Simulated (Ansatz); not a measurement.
CaF2 (fluorite)

```yaml
crystal:
  lattice:
    - [0.00000, 5.43914, 5.43914]
    - [2.71957, 2.71957, 5.43914]
    - [2.71957, 2.71957, 0.00000]
  atoms:
    - { symbol: Ca, position: [0.00000, 0.00000, 0.00000] }
    - { symbol: Ca, position: [0.50000, 0.00000, 0.00000] }
    - { symbol: F, position: [0.00000, 0.25000, 0.25000] }
    - { symbol: F, position: [0.50000, 0.25000, 0.25000] }
    - { symbol: F, position: [0.00000, 0.75000, 0.75000] }
    - { symbol: F, position: [0.50000, 0.75000, 0.75000] }
```

The atoms are displaced by Q × the pattern below (from a DFPT mode at X = (0.5, 0.5, 0.0), largest move 1; Q in Å), at fixed cell. It is one choice among 2 degenerate patterns. (q is in reciprocal vectors of the primitive cell; the cell shown is doubled to hold the pattern.)

```json
[
 {"atom": "Ca1", "x": "0.235", "y": "0.000", "z": "0.000"},
 {"atom": "Ca2", "x": "-0.235", "y": "0.000", "z": "0.000"},
 {"atom": "F3", "x": "0.000", "y": "-1.000", "z": "0.000"},
 {"atom": "F4", "x": "0.000", "y": "1.000", "z": "0.000"},
 {"atom": "F5", "x": "0.000", "y": "-1.000", "z": "0.000"},
 {"atom": "F6", "x": "0.000", "y": "1.000", "z": "0.000"}
]
```

These are r2SCAN (plane waves to 500 eV, PAW, scalar-relativistic; Ansatz, a program for electronic structure) values and carry that method's errors. k mesh 11×11×11 (Γ-centred), Fermi-Dirac smearing 0.05 eV. The energy includes the smearing's −TS. CaF2 was relaxed with its symmetry unable to fall. ΔE is measured from the undisplaced structure.

| Q (Å) | ΔE (meV/cell) |
|---|---|
| -0.180 | 592 |
| -0.150 | 402 |
| -0.120 | 253 |
| -0.090 | withheld |
| -0.060 | 62 |
| -0.030 | 15 |
| 0.000 | 0 |
| 0.030 | 15 |
| 0.060 | 62 |
| 0.090 | withheld |
| 0.120 | 253 |
| 0.150 | 402 |
| 0.180 | 592 |

Task: Fit an even polynomial form (powers 2, 4) to the given rows and predict ΔE at Q = 0.090.

Result: Least squares on the 11 given rows: ΔE = (16990)·Q² + (39380)·Q⁴, in meV/cell with Q in Å; root-mean-square residual 0.2 meV/cell. At 0.090 the fit gives 140 meV/cell; the calculation gives 140 meV/cell, the same to the digits shown. The quadratic term alone would give 138 meV/cell.

(For displaced atoms, the force is minus the slope of the energy, and its curvature is a force constant, which sets phonon frequencies.)
